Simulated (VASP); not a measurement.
A run of VASP 6.6.1 is set up as follows.

Contents of POSCAR:

```
Na
1.0
    3.8104203193      0.0000000000      0.0000000000
   -1.9052101596      3.2999207956      0.0000000000
    0.0000000000      0.0000000000      5.9872633619
Na
2
Direct
    0.3333333333      0.6666666667      0.7500000000
    0.6666666667      0.3333333333      0.2500000000
```

INCAR.step1

```
PREC     = Accurate       # precision mode
ENCUT    = 520            # plane-wave cutoff, eV
EDIFF    = 1E-5           # SCF threshold, eV
ISMEAR   = 0              # smearing method
SIGMA    = 0.05           # smearing width, eV
LREAL    = F              # projectors in reciprocal space
LASPH    = T              # aspherical terms in the spheres
NELM     = 60             # most SCF steps
ALGO     = Normal         # electronic algorithm
ISIF     = 2              # what is computed and relaxed
LWAVE    = T              # write WAVECAR
NBANDS   = 14             # bands
GGA      = PE             # functional
```

File INCAR.step2:

```
PREC     = Accurate       # precision mode
ENCUT    = 520            # plane-wave cutoff, eV
EDIFF    = 1E-7           # SCF threshold, eV
ISMEAR   = 0              # smearing method
SIGMA    = 0.05           # smearing width, eV
LREAL    = F              # projectors in reciprocal space
LASPH    = T              # aspherical terms in the spheres
NELM     = 60             # most SCF steps
ALGO     = Normal         # electronic algorithm
ISIF     = 2              # what is computed and relaxed
LWAVE    = F              # write WAVECAR
LCHARG   = T              # write CHGCAR
GGA      = PE             # functional
LHFCALC  = T              # exact exchange
HFSCREEN = 0.2079         # screening, 1/A
PRECFOCK = Normal       
LELF     = T              # ELF
LVHAR    = T            
NBANDS   = 14             # bands
ISTART   = 1
```

The input KPOINTS:

```
Automatic mesh
0
Gamma
  6 6 4
```

Potentials or basis: VASP PAW PBE potentials, release 64 (Na_pv).

Run with:

```sh
$ cat potpaw_PBE.64/Na_pv/POTCAR > POTCAR
$ cp INCAR.step1 INCAR
$ mpirun -np 1 vasp_std > vasp.out
$ cp INCAR.step2 INCAR
$ mpirun -np 1 vasp_std > vasp.out
```

**Question.** Estimate the pressure.

**Answer.** 0.0 GPa.

**Question.** Predict the band gap on the k mesh.

**Answer.** None (metal or under the smearing width).

Caveat: the PAW data sets were made with another functional, which shifts forces and pressure a little.
